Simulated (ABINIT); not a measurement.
# HfO2 (Fm-3m) in ABINIT: a series of runs, part 2 of 2

ABINIT 10.8.3 (patched build). Earlier steps stand in the parts before.

## (3) Single point, PBE-EpsX

run.abi reads:

```
# Pseudopotentials
pp_dirpath "./"
pseudos "72_Hf_12_2.3_3.0_pbe_n_v1.0.psp8, 08_O_6_1.2_1.4_pbe_n_v1.0.psp8"

# Structure
acell 3*1.0
rprim
     0.0000000000     4.8329745637     4.8329745637
     4.8329745637     0.0000000000     4.8329745637
     4.8329745637     4.8329745637     0.0000000000
ntypat 2
znucl 72 8
natom 3
typat 1 2 2
xred
     0.0000000000     0.0000000000     0.0000000000
     0.7500000000     0.7500000000     0.7500000000
     0.2500000000     0.2500000000     0.2500000000

# Plane-wave basis
ecut 35.0

# k points
kptopt 1
ngkpt 6 6 6
nshiftk 1
shiftk 0.0 0.0 0.0

# Exchange and correlation
ixc 41
hyb_mixing 0.1939
fockdownsampling 2 2 2

# Bands and occupations
nband 14
occopt 1

# SCF cycle
nstep 60
diemac 6.0
toldfe 1.0e-7

# Output
iomode 3
prtwf 0
prteig 0
prtebands 0
enunit 2
prtvol 2
prtden 1
prtvha 1
prtvclmb 1
prtpot 1
prtelf 1
```

Potentials or basis: SPMS NC PBE v1.0.

The run is started by

```
mpirun --bind-to none -np 4 abinit run.abi > log 2>&1
```

It took 14 min on 4 MPI ranks of Arm Neoverse V1, shared host; peak memory 0.4 GiB.

Results (log left out):

```
Free energy                                           : -2442.7175 eV
Band gap on the k mesh                                : 5.51 eV, direct
Valence electrons inside the program's atomic spheres : Hf 8.22; O 6.38
```

Levels at points of the mesh, in eV from the valence-band top:
| k point | band 8 | band 9 | band 10 | band 11 | band 12 | band 13 | band 14 |
| --- | --- | --- | --- | --- | --- | --- | --- |
| (0.00, 0.00, 0.00) | -5.56 | -5.56 | -0.69 | -0.69 | -0.69 | 5.71 | 5.71 |
| (0.50, 0.00, 0.00) | -4.46 | -3.29 | -2.89 | -1.98 | -1.98 | 6.43 | 6.43 |
| (0.50, 0.50, 0.00) | -3.69 | -3.69 | -1.63 | -1.63 | 0.00 | 5.51 | 7.40 |

Caveat: exact exchange is summed on a coarse mesh, which widens gaps by tenths of an eV; the cutoff is too short for stress, so the log's stress isn't used; the potentials were made for another functional, which shifts forces and pressure; spin-orbit coupling is left out, which moves the levels of the heavy elements. A k mesh can miss the band edges.

## (4) Equation of state, r2SCAN

run.abi reads:

```
ndtset 7
getwfk -1
scalecart1 3*0.9795861087
scalecart2 3*0.9864848297
scalecart3 3*0.9932883884
scalecart4 3*1.0000000000
scalecart5 3*1.0066227096
scalecart6 3*1.0131594038
scalecart7 3*1.0196128224

pp_dirpath "./"
pseudos "Hf.GGA_PBE-JTH.xml, O.GGA_PBE-JTH.xml"

acell 6.8348581746 6.8348581746 6.8348581746
rprim
     0.0000000000     0.7071067812     0.7071067812
     0.7071067812     0.0000000000     0.7071067812
     0.7071067812     0.7071067812     0.0000000000
ntypat 2
znucl 72 8
natom 3
typat 1 2 2
xred
     0.0000000000     0.0000000000     0.0000000000
     0.7500000000     0.7500000000     0.7500000000
     0.2500000000     0.2500000000     0.2500000000

ecut 28.0
pawecutdg 50.0

kptopt 1
ngkpt 8 8 8
nshiftk 1
shiftk 0.0 0.0 0.0

ixc -497498
usekden 1
pawxcdev 0

nband 16
occopt 3
tsmear 0.05 eV

nstep 100
tolvrs 1.0e-7

iomode 3
prtwf 1
prtden 0
prteig 0
prtebands 0
enunit 2
```

Potentials or basis: JTH PAW PBE v2.0.

The run is started by

```
abinit run.abi > log 2>&1
```

run.abo:

```text
.Version 10.8.3 of ABINIT
 DATASET    1 : space group Fm -3 m (#225); Bravais cF (face-center cubic)
================================================================================
 Values of the parameters that define the memory need for DATASET  1.
     intxc =       0    ionmov =       0      iscf =      17    lmnmax =      18
     lnmax =       6     mgfft =      32  mpssoang =       3    mqgrid =    3001
     natom =       3  nloc_mem =       2    nspden =       1   nspinor =       1
    nsppol =       1      nsym =      48    n1xccc =       1    ntypat =       2
    occopt =       3   xclevel =       2
       mpw =        1514          nfft =       32768          nkpt =          29
 PAW method is used; the additional fine FFT grid is defined by:
   mgfftf=        45    nfftf =     91125
================================================================================
================================================================================
[... 71 lines left out ...]
 DATASET    7 : space group Fm -3 m (#225); Bravais cF (face-center cubic)
================================================================================
 Values of the parameters that define the memory need for DATASET  7.
     intxc =       0    ionmov =       0      iscf =      17    lmnmax =      18
     lnmax =       6     mgfft =      36  mpssoang =       3    mqgrid =    3001
     natom =       3  nloc_mem =       2    nspden =       1   nspinor =       1
    nsppol =       1      nsym =      48    n1xccc =       1    ntypat =       2
    occopt =       3   xclevel =       2
       mpw =        1719          nfft =       46656          nkpt =          29
 PAW method is used; the additional fine FFT grid is defined by:
   mgfftf=        48    nfftf =    110592
[... 1594 lines left out ...]
           etotal3    -4.1332414020E+01
           etotal4    -4.1331012301E+01
           etotal5    -4.1328914814E+01
           etotal6    -4.1326227600E+01
           etotal7    -4.1322953025E+01
            fcart1    -9.3419897622E-46 -3.7916718925E-29  3.7916718925E-29
                       1.4218769597E-29  3.3177129060E-29  2.3697949328E-29
                      -1.4218769597E-29  4.7395898657E-30 -6.1614668254E-29
            fcart2     1.8825779185E-29  7.5209234836E-47 -1.8825779185E-29
                       1.8825779185E-29  1.5041846967E-46 -4.7064447963E-30
                      -3.7651558370E-29 -2.2562770451E-46  2.3532223981E-29
            fcart3    -0.0000000000E+00 -0.0000000000E+00 -0.0000000000E+00
                      -2.8045247166E-29 -1.5578699783E-46  2.8045247166E-29
                       2.8045247166E-29  1.5578699783E-46 -2.8045247166E-29
            fcart4     1.8571345573E-29 -1.8571345573E-29  1.8571345573E-29
[... 52 lines left out ...]
           xangst3     0.0000000000E+00  0.0000000000E+00  0.0000000000E+00
                       3.8105025775E+00  3.8105025775E+00  3.8105025775E+00
                       1.2701675258E+00  1.2701675258E+00  1.2701675258E+00
           xangst4     0.0000000000E+00  0.0000000000E+00  0.0000000000E+00
                       3.8362499975E+00  3.8362499975E+00  3.8362499975E+00
                       1.2787499992E+00  1.2787499992E+00  1.2787499992E+00
           xangst5     0.0000000000E+00  0.0000000000E+00  0.0000000000E+00
                       3.8616563671E+00  3.8616563671E+00  3.8616563671E+00
                       1.2872187890E+00  1.2872187890E+00  1.2872187890E+00
           xangst6     0.0000000000E+00  0.0000000000E+00  0.0000000000E+00
                       3.8867327602E+00  3.8867327602E+00  3.8867327602E+00
                       1.2955775867E+00  1.2955775867E+00  1.2955775867E+00
           xangst7     0.0000000000E+00  0.0000000000E+00  0.0000000000E+00
                       3.9114896873E+00  3.9114896873E+00  3.9114896873E+00
                       1.3038298958E+00  1.3038298958E+00  1.3038298958E+00
             xred      0.0000000000E+00  0.0000000000E+00  0.0000000000E+00
                       7.5000000000E-01  7.5000000000E-01  7.5000000000E-01
                       2.5000000000E-01  2.5000000000E-01  2.5000000000E-01
 Calculation completed.
```

Run time: 7.8 min. Hardware: 1 thread of Arm Neoverse V2, shared host; peak memory 0.21 GiB.

Results:

```yaml
Equilibrium_volume: 10.65 Å³/atom
Bulk_modulus: 277 GPa
Pressure_derivative_of_the_bulk_modulus: 4.4
```

Energy against volume, from the lowest point:
| volume (Å³/atom) | energy (meV/atom) |
| --- | --- |
| 10.483 | 2.20 |
| 10.706 | 0.00 |
| 10.929 | 5.56 |
| 11.152 | 18.27 |
| 11.375 | 37.30 |
| 11.598 | 61.67 |
| 11.821 | 91.37 |

Caveat: pressures at fixed basis lie under the slope of the energies; the PAW data sets were made with another functional, which shifts forces and pressure a little.
